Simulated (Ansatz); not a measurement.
Crystal: PbO2.

```
CELL_PARAMETERS angstrom
0.00000 2.70199 2.70199
2.70199 0.00000 2.70199
2.70199 2.70199 0.00000
ATOMIC_POSITIONS crystal
Pb 0.02484 0.96690 0.99736
O 0.73497 0.73081 0.74686
O 0.22085 0.21635 0.30785
```

The cell comes from a database or a generator and needn't be the stable form of this composition.

The cell isn't the ideal one: atoms moved at random.

```yaml
Program: Ansatz 0.2.0
Task: relaxation of the atoms
Functional: r2SCAN
Dispersion: D4
Potentials_or_basis: all-electron PAW datasets made for the crystal
k_mesh: 7 × 7 × 7
Occupations: fermi-dirac, width 0.05 eV
Spin: no spin polarisation
```

At the start: volume 13.15 Å³/atom.

Task: Where does the relaxation end?

Result: Over 4 steps the energy falls by 59.6 meV/atom; space group Fm-3m (No. 225, to 0.05 Å).

Step by step:
```tsv
step	energy change (eV)	largest force (eV/Å)
1	0.0000	1.6082
2	-0.1480	0.5741
3	-0.1787	0.0107
4	-0.1787	0.0110
```

Final structure:
```
CELL_PARAMETERS angstrom
0.00000 2.70199 2.70199
2.70199 0.00000 2.70199
2.70199 2.70199 0.00000
ATOMIC_POSITIONS crystal
Pb 0.99376 0.97141 0.01699
O 0.74344 0.72150 0.76738
O 0.24346 0.22115 0.26770
```
